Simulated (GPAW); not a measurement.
Crystal: SnO2.

```
CELL_PARAMETERS angstrom
4.78800 0.00000 0.00000
0.00000 4.86658 0.00000
0.00000 0.00000 3.24090
ATOMIC_POSITIONS crystal
Sn 0.00000 0.00000 0.00000
Sn 0.50000 0.50000 0.50000
O 0.70815 0.67896 0.00000
O 0.20814 0.82104 0.50000
O 0.79185 0.17896 0.50000
O 0.29185 0.32104 0.00000
```

The cell is a database's computed one.

Base run:

```yaml
Program: GPAW 26.7.0
Functional: LDA
Potentials_or_basis: the program's PAW data sets (release 1.2.1) made for this functional
Cutoff: 800 eV
Basis: pw
k_mesh: 4 × 4 × 6
Occupations: fermi-dirac, width 0.05 eV
Spin: no spin polarisation
```

Its results: band gap on the k mesh 0.70 eV, direct; pressure -12.9 GPa; largest force 0.200 eV/Å.

**Question.** The run is repeated on the same cell with these changes: functional from LDA to r2SCAN; potentials or basis from the program's PAW data sets (release 1.2.1) made for this functional to GPAW PAW data sets (gpaw-data 1.2.1). What comes out?

**Answer.** Band gap on the k mesh 1.45 eV, direct; pressure -9.3 GPa; largest force 0.151 eV/Å.

Caveats: spin-orbit coupling is left out, which moves the levels of the heavy elements; the PAW data sets were made with another functional, which shifts forces and pressure a little (some runs).

Not every run made on this cell is shown here.
